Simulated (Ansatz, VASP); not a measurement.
**SiC (Moissanite) in VASP and in Ansatz**

```
Si C
1.0
     3.11648    0.00000    0.00000
    -1.55824    2.69895    0.00000
     0.00000    0.00000    5.11443
Si C
2 2
Direct
  0.66667 0.33333 0.50000
  0.33333 0.66667 0.00000
  0.66667 0.33333 0.88500
  0.33333 0.66667 0.38500
```

Change from the starting cell: volume scaled by 1.04.

Alike in both runs: task single point; functional PBEsol; k mesh 10 × 10 × 5; occupations fermi-dirac, width 0.05 eV; no spin polarisation.

|  | VASP | Ansatz |
| --- | --- | --- |
| version | VASP 6.6.1 | Ansatz 0.2.0 |
| potentials or method | VASP PAW PBE potentials, release 64 (Si, C), cutoff 520 eV | all-electron LAPW, scalar-relativistic |

VASP gave:

```
gap on the k mesh at the Fermi level (eV)       : 2.38
least direct gap on the mesh (eV)               : 3.88
pressure (GPa)                                  : -7.5
largest component of the traceless stress (GPa) : 2.29
rms of the force components (eV/Å)              : 0.399
```

**Question.** What did Ansatz give for the same quantities?

**Answer.** gap on the k mesh at the Fermi level (eV): 2.39; least direct gap on the mesh (eV): 3.88; pressure (GPa): -7.9; largest component of the traceless stress (GPa): 2.22; rms of the force components (eV/Å): 0.396.

Atom by atom the forces differ by 0.003 eV/Å (rms over components). Ansatz ran all-electron here, so the differences hold the error of VASP's frozen core and of both bases.

Caveats: an odd mesh through Γ misses points on the zone boundary, where band edges often lie; the PAW data sets were made with another functional, which shifts forces and pressure a little (VASP).
